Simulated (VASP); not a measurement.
CuCl (Nantokite):

```
CELL_PARAMETERS angstrom
0.00000 2.70285 2.70285
2.70285 0.00000 2.70285
2.70285 2.70285 0.00000
ATOMIC_POSITIONS crystal
Cu 0.00000 0.00000 0.00000
Cl 0.25000 0.25000 0.25000
```

| Property | Result |
| --- | --- |
| Program | VASP 6.6.1 |
| Task | relaxation of cell and atoms |
| Functional | PBE |
| Dispersion | D3(BJ) |
| Potentials or basis | VASP PAW PBE potentials, release 64 (Cu, Cl) |
| Cutoff | 600 eV |
| k mesh | 10 × 10 × 10 |
| Occupations | gaussian, width 0.03 eV |
| Spin | no spin polarisation |

At the start: pressure -1.8 GPa; volume 19.75 Å³/atom.

Question: How do energy, volume and symmetry change on relaxing?

Answer: Over 4 steps the energy falls by 4.2 meV/atom and the volume is 19.04 Å³/atom (-3.6 %); space group F-43m (No. 216, to 0.05 Å).

Step by step:
```tsv
step	energy change (eV)	largest force (eV/Å)	pressure (GPa)	volume (Å³)
1	0.0000	0.0000	-1.83	39.49
2	-0.0083	0.0000	-0.29	38.22
3	-0.0083	0.0000	0.26	37.96
4	-0.0083	0.0000	0.02	38.08
```

Final structure:
```
CELL_PARAMETERS angstrom
0.00000 2.67028 2.67028
2.67028 0.00000 2.67028
2.67028 2.67028 0.00000
ATOMIC_POSITIONS crystal
Cu 0.00000 0.00000 0.00000
Cl 0.25000 0.25000 0.25000
```
